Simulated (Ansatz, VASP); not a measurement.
This is a calculation of ZnS for VASP 6.6.1.

File POSCAR:

```
ZnS
1.0
    0.0000000000      2.7549938462      2.7549938462
    2.7549938462      0.0000000000      2.7549938462
    2.7549938462      2.7549938462      0.0000000000
Zn S
1 1
Direct
    0.7500000000      0.7500000000      0.7500000000
    0.0000000000      0.0000000000      0.0000000000
```

Contents of INCAR.step1:

```
SYSTEM = ZnS
  PREC = Accurate
  ENCUT = 520
  EDIFF = 1E-5
  ISMEAR = -1
  SIGMA = 0.05
  LREAL = .False.
  LASPH = .True.
  NELM = 60
  ALGO = Normal
  ISIF = 2
  LWAVE = .True.
  LCHARG = .False.
  NBANDS = 16
  GGA = PE
```

File INCAR.step2:

```
SYSTEM = ZnS
  PREC = Accurate
  ENCUT = 520
  EDIFF = 1E-6
  ISMEAR = -1
  SIGMA = 0.05
  LREAL = .False.
  LASPH = .True.
  NELM = 60
  ALGO = Normal
  ISIF = 2
  LWAVE = .False.
  LCHARG = .False.
  METAGGA = R2SCAN
  LHFCALC = .True.
  AEXX = 0.5
  LMIXTAU = .True.
  PRECFOCK = Normal
  NBANDS = 16
  ISTART = 1
```

The input KPOINTS:

```
Automatic mesh
0
Gamma
  5 5 5
  0 0 0
```

Potentials or basis: VASP PAW PBE potentials, release 64 (Zn, S).

Command:

```console
$ cat potpaw_PBE.64/Zn/POTCAR potpaw_PBE.64/S/POTCAR > POTCAR
$ cp INCAR.step1 INCAR
$ mpirun -np 1 vasp_std > vasp.out
$ cp INCAR.step2 INCAR
$ mpirun -np 1 vasp_std > vasp.out
```

Question: Translate it to Ansatz 0.2.0. Potentials there: Ansatz PAW.

Answer: As run (the cutoff follows the program's own potentials):

File input.yaml:

```yaml
crystal:
  lattice:
    - [0.0, 2.7549938462, 2.7549938462]
    - [2.7549938462, 0.0, 2.7549938462]
    - [2.7549938462, 2.7549938462, 0.0]
  atoms:
    - { symbol: Zn, position: [0.75, 0.75, 0.75] }
    - { symbol: S, position: [0.0, 0.0, 0.0] }
hamiltonian:
  xc: r2scan50
  pseudopotentials: { kind: paw }
kpoints:
  mp_grid: { grid: [5, 5, 5] }
scf:
  occupations: { method: fermi_dirac, width: 0.05 }
output:
  forces: true
  stress: true
  eigenvalues: true
```

Potentials or basis: Ansatz PAW.

Command:

```console
$ ansatz run input.yaml --threads 2 --pin off --max-ram 5632MiB --backend cpu --events-out ev --progress --plain --runs-dir out
```

Both were run:

|  | VASP | Ansatz | Ansatz less VASP |
| --- | --- | --- | --- |
| gap on the k mesh at the Fermi level (eV) | 5.78 | 5.76 | -0.023 |
| least direct gap on the mesh (eV) | 5.78 | 5.76 | -0.023 |
| pressure (GPa) | -4.8 | -4.5 | +0.31 |

The functional is the same, so the differences come from potentials, cutoffs and numerics.

Caveats: the PAW data sets were made with another functional, which shifts forces and pressure a little (VASP); odd divisions of the mesh miss points on the zone boundary, where band edges often lie, so the gap on the mesh can be too wide (Ansatz); the PAW data sets come from PBE, with cores solved anew for the run's functional, which leaves a small shift of forces and pressure (Ansatz); the thresholds are loose for stress (Ansatz).
